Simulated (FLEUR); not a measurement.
# Al (Fm-3m) in FLEUR: a series of runs

One crystal, Al, is run at these levels: LDA exchange alone (X-alpha); tasks: band structure, equation of state.

Everything below comes from runs of FLEUR MaX-R8.1 (later development tree). Logs are shortened: lines on timing, memory, paths and dates and some standing lists are left out, and cuts for length are marked.

**Measured values to compare with.**

From “The interpretation of polycrystalline coherent inelastic neutron scattering from aluminium”, 2013, pmc:3831299, for a bulk crystal of Al: bulk modulus 76.9 GPa.

How close the calculation comes is told below.

### Step 1. The structure

The structure is cubic, space group Fm-3m (No. 225). The conventional cell has a = 4.050 Å, b = 4.050 Å, c = 4.050 Å, α = 90.00°, β = 90.00°, γ = 90.00°. Around Al (site symmetry m-3m) lie 12 Al at 2.86 Å.

### Step 2. Band structure, LDA exchange alone (X-alpha)

inp.xml

```xml
<?xml version="1.0" encoding="UTF-8" standalone="no"?>
<fleurInput fleurInputVersion="0.39">
   <comment>
      Al                                                                                                  
   </comment>
   <calculationSetup>
      <cutoffs Kmax="4.1" Gmax="12.7" GmaxXC="12.7" numbands="0"/>
      <scfLoop itmax="60" minDistance="0.00001" maxIterBroyd="15" imix="Anderson" alpha="0.05" precondParam="0.0" spinf="2.0" sdNocoIR="T"/>
      <coreElectrons ctail="T" frcor="F" kcrel="0" coretail_lmax="0"/>
      <xcFunctional name="x-a" relativisticCorrections="F"/>
      <magnetism jspins="1"/>
      <soc l_soc="F" theta="0.0" phi="0.0" spav="F"/>
      <expertModes spex="0" secvar="F"/>
      <geometryOptimization l_f="F" forcealpha="1.0" forcemix="BFGS" epsdisp="0.00001" epsforce="0.00001"/>
      <ldaU l_linMix="F" mixParam="0.05" spinf="1.0"/>
   </calculationSetup>
   <cell>
      <bzIntegration valenceElectrons="11.0" mode="hist" fermiSmearingEnergy="0.00183747">
         <kPointListSelection listName="default-1"/>
         <!-- k-points included here -->
         <xi:include xmlns:xi="http://www.w3.org/2001/XInclude" href="kpts.xml"> </xi:include>
      </bzIntegration>
      <!-- symmetry operations included here -->
      <xi:include xmlns:xi="http://www.w3.org/2001/XInclude" href="sym.xml"> </xi:include>
      <bulkLattice scale="1.0">
         <bravaisMatrix>
            <row-1>    0.0000000000000000     3.8263269057207032     3.8263269057207032</row-1>
            <row-2>    3.8263269057207032     0.0000000000000000     3.8263269057207032</row-2>
            <row-3>    3.8263269057207032     3.8263269057207032     0.0000000000000000</row-3>
         </bravaisMatrix>
      </bulkLattice>
   </cell>
   <atomSpecies>
      <species name="Aluminum (Al)" element="Al" atomicNumber="13">
         <mtSphere radius="2.51" gridPoints="829" logIncrement="0.014"/>
         <atomicCutoffs lmax="10" lnonsphr="8"/>
         <electronConfig flipSpins="F">
            <coreConfig>(1s1/2)</coreConfig>
            <valenceConfig>(2s1/2) (2p1/2) (2p3/2) (3s1/2) (3p1/2) (3p3/2)</valenceConfig>
            <stateOccupation state="(3p1/2)" spinUp="0.166667" spinDown="0.166667"/>
            <stateOccupation state="(3p3/2)" spinUp="0.333333" spinDown="0.333333"/>
         </electronConfig>
         <energyParameters s="3" p="3" d="3" f="4"/>
         <lo type="SCLO" l="0" n="2" eDeriv="0"/>
         <lo type="SCLO" l="1" n="2" eDeriv="0"/>
         <lo type="SCLO" l="2" n="3" eDeriv="2"/>
         <lo type="SCLO" l="3" n="4" eDeriv="2"/>
      </species>
   </atomSpecies>
   <atomGroups>
      <atomGroup species="Aluminum (Al)">
         <relPos label="                   1">.0000000000 .0000000000 .0000000000</relPos>
         <force calculate="T" relaxXYZ="TTT"/>
      </atomGroup>
   </atomGroups>
   <output dos="F" band="F" slice="F">
      <checks vchk="F" cdinf="F"/>
      <bandDOS minEnergy="-.5*Htr" maxEnergy="0.5*Htr" sigma="0.015" storeEVData="T"/>
      <vacuumDOS vacdos="F" integ="F" star="F" nstars="0" locx1="0.0" locy1="0.0" locx2="0.0" locy2="0.0" nstm="0" tworkf="0.0"/>
      <unfoldingBand unfoldBand="F" supercellX="1" supercellY="1" supercellZ="1"/>
      <plotting iplot="0" polar="F">
         <plot TwoD="T" vec1="  1.0  0.0  0.0" vec2="  0.0  1.0  0.0" vec3="  0.0  0.0  1.0" zero="  0.0  0.0  0.0" file="plot"/>
      </plotting>
      <chargeDensitySlicing numkpt="0" minEigenval="0.0" maxEigenval="0.0" nnne="0" pallst="F"/>
      <specialOutput eonly="F"/>
      <moessbauerParams electricFieldGradient="T" isomerShift="T" coreHyperfine="T" valenceHyperfine="T"/>
      <magneticCircularDichroism mcd="F" energyLo="-10.0" energyUp="0.0"/>
   </output>
  <!-- We include the file relax.xml here to enable relaxations (see documentation) -->
  <xi:include xmlns:xi="http://www.w3.org/2001/XInclude" href="relax.xml"> <xi:fallback/> </xi:include>
</fleurInput>
```

crystal.txt

```
Al
&input cartesian=F /
0.0000000000  2.0248050000  2.0248050000
2.0248050000  0.0000000000  2.0248050000
2.0248050000  2.0248050000  0.0000000000
1.8897261246
1.0 1.0 1.0

1
13 0.0000000000  0.0000000000  0.0000000000

&kpt div1=11 div2=11 div3=11 gamma=T /
```

inp.xml (bands)

```
<?xml version="1.0" encoding="UTF-8" standalone="no"?>
<fleurInput fleurInputVersion="0.39">
   <comment>
      Al                                                                                                  
   </comment>
   <calculationSetup>
      <cutoffs Kmax="4.1" Gmax="12.7" GmaxXC="12.7" numbands="0"/>
      <scfLoop itmax="60" minDistance="0.00001" maxIterBroyd="15" imix="Anderson" alpha="0.05" precondParam="0.0" spinf="2.0" sdNocoIR="T"/>
      <coreElectrons ctail="T" frcor="F" kcrel="0" coretail_lmax="0"/>
      <xcFunctional name="x-a" relativisticCorrections="F"/>
      <magnetism jspins="1"/>
      <soc l_soc="F" theta="0.0" phi="0.0" spav="F"/>
      <expertModes spex="0" secvar="F"/>
      <geometryOptimization l_f="F" forcealpha="1.0" forcemix="BFGS" epsdisp="0.00001" epsforce="0.00001"/>
      <ldaU l_linMix="F" mixParam="0.05" spinf="1.0"/>
   </calculationSetup>
   <cell>
      <bzIntegration valenceElectrons="11.0" mode="hist" fermiSmearingEnergy="0.00183747">
         <kPointListSelection listName="path-1"/>
         <!-- k-points included here -->
         <xi:include xmlns:xi="http://www.w3.org/2001/XInclude" href="kpts.xml"> </xi:include>
      </bzIntegration>
      <!-- symmetry operations included here -->
      <xi:include xmlns:xi="http://www.w3.org/2001/XInclude" href="sym.xml"> </xi:include>
      <bulkLattice scale="1.0">
         <bravaisMatrix>
            <row-1>    0.0000000000000000     3.8263269057207032     3.8263269057207032</row-1>
            <row-2>    3.8263269057207032     0.0000000000000000     3.8263269057207032</row-2>
            <row-3>    3.8263269057207032     3.8263269057207032     0.0000000000000000</row-3>
         </bravaisMatrix>
      </bulkLattice>
   </cell>
   <atomSpecies>
      <species name="Aluminum (Al)" element="Al" atomicNumber="13">
         <mtSphere radius="2.51" gridPoints="829" logIncrement="0.014"/>
         <atomicCutoffs lmax="10" lnonsphr="8"/>
         <electronConfig flipSpins="F">
            <coreConfig>(1s1/2)</coreConfig>
            <valenceConfig>(2s1/2) (2p1/2) (2p3/2) (3s1/2) (3p1/2) (3p3/2)</valenceConfig>
            <stateOccupation state="(3p1/2)" spinUp="0.166667" spinDown="0.166667"/>
            <stateOccupation state="(3p3/2)" spinUp="0.333333" spinDown="0.333333"/>
         </electronConfig>
         <energyParameters s="3" p="3" d="3" f="4"/>
         <lo type="SCLO" l="0" n="2" eDeriv="0"/>
         <lo type="SCLO" l="1" n="2" eDeriv="0"/>
         <lo type="SCLO" l="2" n="3" eDeriv="2"/>
         <lo type="SCLO" l="3" n="4" eDeriv="2"/>
      </species>
   </atomSpecies>
   <atomGroups>
      <atomGroup species="Aluminum (Al)">
         <relPos label="                   1">.0000000000 .0000000000 .0000000000</relPos>
         <force calculate="T" relaxXYZ="TTT"/>
      </atomGroup>
   </atomGroups>
   <output dos="F" band="T" slice="F">
      <checks vchk="F" cdinf="F"/>
      <bandDOS minEnergy="-.5*Htr" maxEnergy="0.5*Htr" sigma="0.015" storeEVData="T"/>
      <vacuumDOS vacdos="F" integ="F" star="F" nstars="0" locx1="0.0" locy1="0.0" locx2="0.0" locy2="0.0" nstm="0" tworkf="0.0"/>
      <unfoldingBand unfoldBand="F" supercellX="1" supercellY="1" supercellZ="1"/>
      <plotting iplot="0" polar="F">
         <plot TwoD="T" vec1="  1.0  0.0  0.0" vec2="  0.0  1.0  0.0" vec3="  0.0  0.0  1.0" zero="  0.0  0.0  0.0" file="plot"/>
      </plotting>
      <chargeDensitySlicing numkpt="0" minEigenval="0.0" maxEigenval="0.0" nnne="0" pallst="F"/>
      <specialOutput eonly="F"/>
      <moessbauerParams electricFieldGradient="T" isomerShift="T" coreHyperfine="T" valenceHyperfine="T"/>
      <magneticCircularDichroism mcd="F" energyLo="-10.0" energyUp="0.0"/>
   </output>
  <!-- We include the file relax.xml here to enable relaxations (see documentation) -->
  <xi:include xmlns:xi="http://www.w3.org/2001/XInclude" href="relax.xml"> <xi:fallback/> </xi:include>
</fleurInput>
```

Potentials or basis: all-electron, FLAPW.

Command:

```
> inpgen -f crystal.txt -profile fastHighL
> # inp.xml edited to the form shown
> fleur_MPI
> fleur_MPI   # second run, on inp.xml (bands)
```

The log of the run:

```text
Welcome to FLEUR        (www.flapw.de)
      MaX-Release 8.1          (www.max-centre.eu)

 ========== k-point set info ==========
 Selected k-point list: default-1
 k-point list type: mesh
 11 x 11 x 11
 Number of k points: 56

 ------------Calculation Setup---------------------------
 Number of MPI-tasks      :            1
 Number of PE/node        :            1
 Number of OMP-threads    :            1
 Most efficient MPI parallelization for:
           1           2           4           7           8          14          28          56
 Additional eigenvalue parallelization possible
 Number of basis functions:          166
 Approximate size of matrices (H+S) per k-point:         0.000 GB
 --------------------------------------------------------
 Iteration:     1   Distance:       3.75529768 me/bohr^3
 Iteration:     2   Distance:       3.54439883 me/bohr^3
 Iteration:     3   Distance:       1.08306418 me/bohr^3
 Iteration:     4   Distance:       0.09363919 me/bohr^3
 Iteration:     5   Distance:       0.08098970 me/bohr^3
 Iteration:     6   Distance:       0.00344343 me/bohr^3
 Iteration:     7   Distance:       0.00616221 me/bohr^3
 Iteration:     8   Distance:       0.00020069 me/bohr^3
 Iteration:     9   Distance:       0.00003311 me/bohr^3
 Iteration:    10   Distance:       0.00000379 me/bohr^3

 ********************************************************************
 Run finished successfully
 Stop message:
   all done
 ********************************************************************
```

output (bands):

```text
Welcome to FLEUR        (www.flapw.de)
      MaX-Release 8.1          (www.max-centre.eu)

 ========== k-point set info ==========
 Selected k-point list: path-1
 k-point list type: path
 Number of k points: 60

 ------------Calculation Setup---------------------------
 Number of MPI-tasks      :            1
 Number of PE/node        :            1
 Number of OMP-threads    :            1
 Most efficient MPI parallelization for:
           1           2           3           4           5           6          10          12          15          20          30          60
 Additional eigenvalue parallelization possible
 Number of basis functions:          166
 Approximate size of matrices (H+S) per k-point:         0.000 GB
 --------------------------------------------------------
 Fermi energy correction for metals:
 Fermi energy in bands.* files may not be consistent with last density.
 Please correct it manually (e.g. in band.gnu file).

 Note: Band structure data (together with different weights) is also stored in the banddos.hdf file.
       A convenient way of extracting and plotting the data from that file is by making use of the

 ********************************************************************
 Run finished successfully
 Stop message:
   Charge density postprocessing done.
 ********************************************************************
```

out.xml (last iteration):

```text
<iteration numberForCurrentRun="   10" overallNumber="   10">
         <energyParameters units="Htr">
            <atomicEP atomType="1" spin="1" branch="3s" branchLowest="-3.42" branchHighest="0.95" value="0.1205837548"/>
            <atomicEP atomType="1" spin="1" branch="3p" branchLowest="-2.03" branchHighest="1.35" value="0.2833211440"/>
            <atomicEP atomType="1" spin="1" branch="3d" branchLowest="-9.99" branchHighest="1.72" value="0.4660449365"/>
            <atomicEP atomType="1" spin="1" branch="4f" branchLowest="-9.99" branchHighest="3.26" value="0.6356376573"/>
            <loAtomicEP atomType="1" spin="1" branch="2s" branchLowest="-54.73" branchHighest="-3.42" value="-3.4227827240"/>
            <loAtomicEP atomType="1" spin="1" branch="2p" branchLowest="-9.99" branchHighest="-2.03" value="-2.0339648689"/>
            <loAtomicEP atomType="1" spin="1" branch="3d" branchLowest="-9.99" branchHighest="1.72" value="0.4660444014"/>
            <loAtomicEP atomType="1" spin="1" branch="4f" branchLowest="-9.99" branchHighest="3.26" value="0.6356399669"/>
         </energyParameters>
         <eigenvalues>
            <eigenvaluesAt spin="1" ikpt="1" k_x="0.00000000" k_y="0.00000000" k_z="0.00000000">
                      -3.4228898306       -2.0335549841       -2.0335549841       -2.0335549841       -0.0814134063
                       0.7856737260        0.7856737260        0.7856737260        0.8366447662
            </eigenvaluesAt>
            <eigenvaluesAt spin="1" ikpt="2" k_x="0.00000000" k_y="0.00000000" k_z="0.09090909">
                      -3.4228812255       -2.0336230365       -2.0335656455       -2.0335656455       -0.0731992248
                       0.6788500906        0.7614168964        0.7614168964        0.8643077935
            </eigenvaluesAt>
            <eigenvaluesAt spin="1" ikpt="3" k_x="0.00000000" k_y="0.00000000" k_z="0.18181818">
                      -3.4228582922       -2.0338054292       -2.0335942191       -2.0335942191       -0.0486432150
                       0.5456208796        0.7343601718        0.7343601718        0.8573591637
            </eigenvaluesAt>
            <eigenvaluesAt spin="1" ikpt="4" k_x="0.00000000" k_y="0.00000000" k_z="0.27272727">
                      -3.4228284004       -2.0340439498       -2.0336316615       -2.0336316615       -0.0079920168
                       0.4203119772        0.7193060502        0.7193060502        0.8472826365
            </eigenvaluesAt>
         </eigenvalues>
         <bandgap value="0.2198913570" units="eV"/>
         <sumValenceSingleParticleEnergies value="-18.5581048125" units="Htr"/>
         <FermiEnergy value="0.3256518463" units="Htr"/>
         <valenceDensity>
            <mtCharges spin="1">
               <mtCharge atomType="1" total="9.8419961" s="2.8300315" p="6.8293664" d="0.1701087" f="0.0115516"/>
            </mtCharges>
            <spinDependentCharge spin="1" total="11.0000000" interstitial="1.1580039" mtSpheres="9.8419961"/>
            <totalCharge value="11.0000000000"/>
         </valenceDensity>
         <coreStates atomType="     1" atomicNumber=" 13" spin="1" kinEnergy="    158.1532535069" eigValSum="   -109.4554950425" lostElectrons=" 0.000000">
            <state n="1" l="0" j="0.5" energy="-54.7277475213" weight="1.0000000000"/>
         </coreStates>
         <allElectronCharges>
            <spinDependentCharge spin="1" total="13.0000000" interstitial="1.1580039" mtSpheres="11.8419961"/>
            <totalCharge value="13.0000000001"/>
         </allElectronCharges>
         <moessbauerParams unitsHFF="kG" unitsIS="e/bohr^3" unitsEFG="Htr/bohr^2">
            <coreIsomerShift atomType="1" isTotal="1388.51923">
               <shell n="1" l="0" isomerShift="1388.51923"/>
            </coreIsomerShift>
            <isomerShift atomType="1" nucleusRadius="0.0000708" averageDensity="1486.92579"/>
            <electricFieldGradient atomType="1" VXX="0.00000" VYY="0.00000" VZZ="0.00000" asymParam="0.00000">
            </electricFieldGradient>
         </moessbauerParams>
         <totalEnergy                                    value="     -240.9310789896" units="Htr">
            <sumOfEigenvalues                            value="     -128.0135998550">
               <coreElectrons value="-109.4554950425"/>
               <valenceElectrons value="-18.5581048125"/>
            </sumOfEigenvalues>
            <densityCoulombPotentialIntegral value="-347.5967935189"/>
            <densityEffectivePotentialIntegral value="-369.8496691815"/>
            <chargeDenXCDenIntegral value="-16.6896567471"/>
            <FockExchangeEnergyValence value="0.0000000000"/>
            <FockExchangeEnergyCore value="0.0000000000"/>
            <atomTypeDependentContributions atomType="1">
               <electronNucleiInteractionDifferentMTs value="287.6841696794"/>
               <MadelungTerm value="-4.5949251301"/>
            </atomTypeDependentContributions>
            <tkbTimesEntropy value="0.0001468595"/>
            <freeEnergy value="-240.9312258491"/>
            <extrapolationTo0K value="-240.9311524193"/>
         </totalEnergy>
         <densityConvergence units="me/bohr^3">
            <chargeDensity spin="1" distance="0.0000037874"/>
         </densityConvergence>
      </iteration>
```

Run time: 4.8 s. Hardware: 1 thread of Intel Xeon 6975P-C (Granite Rapids), shared host; peak memory 0.05 GiB.

Results:

```
Free energy                                           : -6556.0726 eV
Band gap along the path                               : none (metal or under the smearing width)
Valence electrons inside the program's atomic spheres : Al 9.84 (radii Al 2.51 bohr)
```

Levels at the corners of the path, in eV from the Fermi level:
| point | band 5 | band 6 | band 7 | band 8 | band 9 |
| --- | --- | --- | --- | --- | --- |
| Γ | -11.08 | 12.52 | 12.52 | 12.52 | 13.90 |
| X | -2.89 | -1.63 | 5.27 | 5.51 | 5.51 |
| W | -0.83 | -0.83 | 0.19 | 0.98 | 15.70 |
| K | -1.86 | -1.35 | -0.46 | 6.47 | 8.14 |
| Γ | -11.08 | 12.52 | 12.52 | 12.52 | 13.90 |
| L | -4.54 | -4.40 | 11.22 | 11.22 | 11.38 |
| U | -1.86 | -1.35 | -0.46 | 6.47 | 8.14 |
| W | -0.83 | -0.83 | 0.19 | 0.98 | 15.70 |
| L | -4.54 | -4.40 | 11.22 | 11.22 | 11.38 |
| K | -1.86 | -1.35 | -0.46 | 6.47 | 8.14 |
| U | -1.86 | -1.35 | -0.46 | 6.47 | 8.14 |
| X | -2.89 | -1.63 | 5.27 | 5.51 | 5.51 |

Core levels (eV from the Fermi level):
```tsv
atom	levels
1 Al	1s1/2 -1498.1
```

### Step 3. Equation of state, LDA exchange alone (X-alpha), 15.61 Å³/atom (volume scaled by 0.94)

Edit inp.xml of step 2 so:

```diff
@@ -24,3 +24,3 @@
       <xi:include xmlns:xi="http://www.w3.org/2001/XInclude" href="sym.xml"> </xi:include>
-      <bulkLattice scale="1.0">
+      <bulkLattice scale="0.9795861087">
          <bravaisMatrix>
@@ -34,3 +34,3 @@
       <species name="Aluminum (Al)" element="Al" atomicNumber="13">
-         <mtSphere radius="2.51" gridPoints="829" logIncrement="0.014"/>
+         <mtSphere radius="2.45" gridPoints="829" logIncrement="0.014"/>
          <atomicCutoffs lmax="10" lnonsphr="8"/>
```

Potentials or basis: all-electron, FLAPW.

Command:

```
> inpgen -f crystal.txt -profile fastHighL
> # inp.xml edited to the form shown
> fleur_MPI
```

Run time: 3.5 s. Hardware: 1 thread of Intel Xeon 6975P-C (Granite Rapids), shared host; peak memory 0.08 GiB.

The run converged. Its results:

```yaml
Free_energy: -6556.0429 eV
Band_gap_on_the_k_mesh: none (metal or under the smearing width)
Valence_electrons_inside_the_program's_atomic_spheres: Al 9.80 (radii Al 2.45 bohr)
```

### Step 4. Equation of state, LDA exchange alone (X-alpha), 15.94 Å³/atom (volume scaled by 0.96)

Edit inp.xml of step 3 so:

```diff
@@ -24,3 +24,3 @@
       <xi:include xmlns:xi="http://www.w3.org/2001/XInclude" href="sym.xml"> </xi:include>
-      <bulkLattice scale="0.9795861087">
+      <bulkLattice scale="0.9864848297">
          <bravaisMatrix>
```

Command:

```
> inpgen -f crystal.txt -profile fastHighL
> # inp.xml edited to the form shown
> fleur_MPI
```

Wall time 3.6 s (1 thread of Intel Xeon 6975P-C (Granite Rapids), shared host); peak memory 0.08 GiB.

Results (log left out):

```yaml
Free_energy: -6556.0567 eV
Band_gap_on_the_k_mesh: none (metal or under the smearing width)
Valence_electrons_inside_the_program's_atomic_spheres: Al 9.77 (radii Al 2.45 bohr)
```

(Continued in part 2 of 2.)
